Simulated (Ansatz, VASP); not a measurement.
# NaH: VASP beside Ansatz

```
Na H
1.0
     0.00000    2.42362    2.42362
     2.42362    0.00000    2.42362
     2.42362    2.42362    0.00000
Na H
1 1
Cartesian
  0.0000 0.0000 0.0000
  2.4236 2.4236 2.4236
```

Change from the starting cell: volume scaled by 0.98.

Alike in both runs: task single point; functional PBE; k mesh 9 × 9 × 9; occupations fermi-dirac, width 0.05 eV; no spin polarisation.

```csv
,VASP,Ansatz
version,VASP 6.6.1,Ansatz 0.2.0
potentials or method,"VASP PAW PBE potentials, release 64 (Na_pv, H)",Ansatz PAW
plane-wave cutoff (eV),520,420
valence electrons in the cell,8,10
```

|  | VASP | Ansatz | Ansatz less VASP |
| --- | --- | --- | --- |
| gap on the k mesh at the Fermi level (eV) | 4.05 | 4.05 | +0.001 |
| least direct gap on the mesh (eV) | 4.75 | 4.75 | +0.004 |
| pressure (GPa) | -0.2 | -0.2 | +0.03 |

The two sets of potentials don't hold the same shells in valence.

Caveats: an odd mesh through Γ misses points on the zone boundary, where band edges often lie (VASP); odd divisions of the mesh miss points on the zone boundary, where band edges often lie, so the gap on the mesh can be too wide (Ansatz).
